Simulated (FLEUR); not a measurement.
MgSe under changes of volume

One of the cells (20.246 Å³/atom); the others are scaled copies at fixed shape and fractional positions:

```
Se Mg
1.0
     0.00000    2.72550    2.72550
     2.72550    0.00000    2.72550
     2.72550    2.72550    0.00000
Se Mg
1 1
Direct
  0.50000 0.50000 0.50000
  0.00000 0.00000 0.00000
```

| Property | Result |
| --- | --- |
| Program | FLEUR MaX-R8.1 (later development tree) |
| Functional | LDA |
| Potentials or basis | all-electron |
| Basis | FLAPW |
| Kmax | 4.52 1/bohr |
| k mesh | 8 × 8 × 8 |
| Occupations | fermi-dirac, width 0.05 eV |
| Spin | no spin polarisation |

```csv
volume (Å³/atom),energy over the lowest point (meV/atom),gap on the mesh (eV)
19.031,?,?
19.436,0.00,1.73
20.246,4.34,1.66
21.056,20.87,1.60
21.461,32.98,1.57
```

Task: What does the run at 19.031 Å³/atom give?

Result: Energy over the lowest point 3.30 meV/atom; gap on the mesh 1.76 eV.

Worked out: A Birch-Murnaghan fit of order 2 (a polynomial in V^(-2/3)) to the other rows has its minimum at 19.58 Å³/atom with B0 = V·E''(V) = 69 GPa. It gives 3.25 meV/atom at 19.031 Å³/atom, against the run's 3.30. A straight line through the other rows of the gap, of slope -1.61 eV per unit of ln V, extrapolates to 1.76 eV, against the run's 1.76.

Energies are extrapolated to zero smearing.

A mesh can miss the band edges. Spin-orbit coupling on Se is left out.
